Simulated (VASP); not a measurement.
TiO2 (Rutile):

```
Ti O
1.0
     4.59220    0.00000    0.00000
     0.00000    4.59220    0.00000
     0.00000    0.00000    2.95740
Ti O
2 4
Cartesian
  0.0000 0.0000 0.0000
  2.2961 2.2961 1.4787
  1.4004 1.4004 0.0000
  0.8957 3.6965 1.4787
  3.1918 3.1918 0.0000
  3.6965 0.8957 1.4787
```

Base run:

* Program: VASP 6.6.1
* Functional: PBE
* Potentials or basis: VASP PAW PBE potentials, release 64 (Ti_sv, O)
* Cutoff: 520 eV
* k mesh: 5 × 5 × 8
* Occupations: fermi-dirac, width 0.02 eV
* Spin: no spin polarisation

Its results: band gap on the k mesh 1.87 eV, direct; pressure 6.1 GPa; largest force 0.126 eV/Å.

Question: The run is repeated on the same cell with these changes: functional from PBE to PBEsol. What comes out?

Answer: Band gap on the k mesh 1.84 eV, direct; pressure -1.0 GPa; largest force 0.056 eV/Å.

PBEsol binds more tightly than PBE, so the same cell stands under less pressure.

Caveats: an odd mesh through Γ misses points on the zone boundary, where band edges often lie; the PAW data sets were made with another functional, which shifts forces and pressure a little (some runs).
